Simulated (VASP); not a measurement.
SiC (Moissanite 6H): relaxation of cell and atoms with PBE

SiC (Moissanite 6H):

```
Si C
1.0
     3.09500    0.00000    0.00000
    -1.54750    2.68035    0.00000
     0.00000    0.00000   15.17000
Si C
6 6
Direct
  0.00000 0.00000 0.12500
  0.00000 0.00000 0.62500
  0.33333 0.66667 0.29170
  0.66667 0.33333 0.79170
  0.33333 0.66667 0.95830
  0.66667 0.33333 0.45830
  0.00000 0.00000 0.00000
  0.00000 0.00000 0.50000
  0.33333 0.66667 0.16670
  0.66667 0.33333 0.66670
  0.33333 0.66667 0.83330
  0.66667 0.33333 0.33330
```

- Program: VASP 6.6.1
- Task: relaxation of cell and atoms
- Functional: PBE
- Potentials or basis: VASP PAW PBE potentials, release 64 (Si, C)
- Cutoff: 600 eV
- k mesh: 12 × 12 × 2
- Occupations: gaussian, width 0.03 eV
- Spin: no spin polarisation
- Further INCAR settings: ALGO = Normal; EDIFF = 1e-06; IBRION = 2; EDIFFG = -0.01; NSW = 90; ISIF = 3

| Property | Result |
| --- | --- |
| Relaxed volume | 10.49 Å³/atom |
| Relaxed cell | a = 3.094 Å, b = 3.094 Å, c = 15.182 Å, α = 90.00°, β = 90.00°, γ = 120.00° |
| Space group after relaxing (to 0.05 Å) | P6_3mc (No. 186) |
| Energy gained by relaxing | 0.1 meV/atom |
| Ionic steps | 4 |
| Pressure after relaxing | 0.0 GPa |
| Largest force after relaxing | 0.004 eV/Å |
| Band gap on the k mesh | 2.03 eV, indirect (least direct gap 3.13 eV) |

Forces on the atoms (eV/Å):
```
Si   0.000  0.000 -0.001
Si   0.000  0.000 -0.001
Si   0.000  0.000  0.004
Si   0.000  0.000  0.004
Si   0.000  0.000 -0.003
Si   0.000  0.000 -0.003
C    0.000  0.000  0.001
C    0.000  0.000  0.001
C    0.000  0.000 -0.001
C    0.000  0.000 -0.001
C    0.000  0.000 -0.001
C    0.000  0.000 -0.001
```

Step by step:
```tsv
step	energy change (eV)	largest force (eV/Å)	pressure (GPa)	volume (Å³)
1	0.0000	0.1415	0.05	125.85
2	-0.0001	0.1101	-0.04	125.90
3	-0.0009	0.0299	0.00	125.87
4	-0.0010	0.0045	-0.01	125.88
```

Final structure:
```
Si C
1.0
     3.09411    0.00000    0.00000
    -1.54706    2.67958    0.00000
     0.00000    0.00000   15.18242
Si C
6 6
Direct
  0.00000 0.00000 0.12504
  0.00000 0.00000 0.62504
  0.33333 0.66667 0.29181
  0.66667 0.33333 0.79181
  0.33333 0.66667 0.95831
  0.66667 0.33333 0.45831
  0.00000 0.00000 0.99969
  0.00000 0.00000 0.49969
  0.33333 0.66667 0.16683
  0.66667 0.33333 0.66683
  0.33333 0.66667 0.83331
  0.66667 0.33333 0.33331
```

Levels at points of the mesh, in eV from the valence-band top:
| k point | band 21 | band 22 | band 23 | band 24 | band 25 | band 26 | band 27 | band 28 |
| --- | --- | --- | --- | --- | --- | --- | --- | --- |
| (0.00, 0.00, 0.00) | -0.30 | -0.04 | 0.00 | 0.00 | 5.06 | 5.23 | 5.64 | 6.15 |
| (0.50, 0.00, 0.00) | -1.80 | -1.77 | -1.65 | -1.10 | 2.03 | 2.21 | 3.19 | 3.87 |
| (0.00, 0.00, 0.50) | -0.10 | -0.10 | -0.10 | -0.10 | 5.13 | 5.13 | 5.87 | 5.87 |
| (0.50, 0.00, 0.50) | -1.70 | -1.70 | -1.30 | -1.30 | 2.07 | 2.07 | 3.41 | 3.41 |

Run time: 93 s on 4 MPI ranks on Intel(R) Xeon(R) 6975P-C (Granite Rapids), on a shared host, peak memory 0.38 GiB a rank.

A k mesh can miss the band edges. A hybrid or GW would open this gap; PBE tends to underestimate it.
